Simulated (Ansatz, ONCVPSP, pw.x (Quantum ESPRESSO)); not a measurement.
## What a changed setting does to a pw.x run (bcc Si)

Potential: optimised norm-conserving Vanderbilt (ONCV), ONCVPSP 4.0.1.1 (patched build), LDA (Perdew-Wang 92); core [Ne], reference 3s2 3p2; waves: 3s: rc 1.95 bohr, ncon 4, nbas 9, qcut 4.1 1/bohr, 2 projectors, debl 3.5 Ha; 3p: rc 2.40 bohr, ncon 4, nbas 7, qcut 3.5 1/bohr, 2 projectors, debl 1.6 Ha; d scattering state at 0.07 Ha: rc 2.15 bohr, ncon 3, nbas 6, qcut 5.3 1/bohr, 3 projectors, debl 1.8 Ha; local part: polynomial inside 1.65 bohr (lpopt 5, dvloc0 3 Ha); core correction: none.

The reference run (k-mesh 15³, cutoffs 35/140 Ry, Fermi–Dirac 0.01 Ry, mixing_beta 0.4, conv_thr 1e-9, no spin) gives 0.12 GPa at 14.087 Å³/atom, where all-electron LAPW gives 0.22 GPa. This run, with its own iteration cap, changes nbnd to 5.

```
&control
  calculation='scf', prefix='x', pseudo_dir='./', outdir='./tmp', tstress=.true., disk_io='none'
/
&system
  ibrav=0, nat=1, ntyp=1, ecutwfc=35, ecutrho=140, nbnd=5,
  occupations='smearing', smearing='fd', degauss=0.01
/
&electrons
  conv_thr=1e-09, mixing_beta=0.4, electron_maxstep=50
/
ATOMIC_SPECIES
Si 1.0 Si.UPF
CELL_PARAMETERS angstrom
  -1.52143303 1.52143303 1.52143303
  1.52143303 -1.52143303 1.52143303
  1.52143303 1.52143303 -1.52143303
ATOMIC_POSITIONS crystal
Si 0.0000 0.0000 0.0000
K_POINTS automatic
15 15 15 0 0 0
```

```bash
pw.x < Si.scf.in > Si.scf.out
```

Q: How does the run end?

A: It converges in 5 iterations; the free energy moves by +0.0 meV/atom and the pressure by +0.00 GPa. The result is that of the reference run.

```
Message from routine setup:
     using ibrav=0 with symmetry is DISCOURAGED, use correct ibrav instead
     lattice parameter (alat)  =       4.9798  a.u.
     unit-cell volume          =      95.0638 (a.u.)^3
     number of electrons       =         4.00
     number of Kohn-Sham states=            5
     kinetic-energy cutoff     =      35.0000  Ry
     charge density cutoff     =     140.0000  Ry
     scf convergence threshold =      1.0E-09
     Exchange-correlation= SLA  PW   NOGX NOGC
     number of k points=   120  Fermi-Dirac smearing, width (Ry)=  0.0100
     iteration #  1     ecut=    35.00 Ry     beta= 0.40
     total energy              =      -7.91116430 Ry
     estimated scf accuracy    <       0.00320120 Ry
     iteration #  2     ecut=    35.00 Ry     beta= 0.40
     total energy              =      -7.91092142 Ry
     estimated scf accuracy    <       0.00099840 Ry
     iteration #  3     ecut=    35.00 Ry     beta= 0.40
     total energy              =      -7.91096359 Ry
     estimated scf accuracy    <       0.00000459 Ry
     iteration #  4     ecut=    35.00 Ry     beta= 0.40
     c_bands:  1 eigenvalues not converged
     c_bands:  1 eigenvalues not converged
     total energy              =      -7.91096484 Ry
     estimated scf accuracy    <          4.5E-09 Ry
     iteration #  5     ecut=    35.00 Ry     beta= 0.40
     the Fermi energy is    10.7293 ev
!    total energy              =      -7.91096487 Ry
     estimated scf accuracy    <          3.0E-10 Ry
     smearing contrib. (-TS)   =      -0.00182943 Ry
     The total energy is F=E-TS. E is the sum of the following terms:
     one-electron contribution =       4.64724792 Ry
     hartree contribution      =       0.02830038 Ry
     xc contribution           =      -2.45844415 Ry
     ewald contribution        =     -10.12623959 Ry
     convergence has been achieved in   5 iterations
          total   stress  (Ry/bohr**3)                   (kbar)     P=        1.22
     Message from routine punch:
     Nothing written, as per user request (disk_io='none')
```

The run took about 2.3 s on one core of a shared host (Intel(R) Xeon(R) 6975P-C, 192 threads, 756 GiB, load 195).
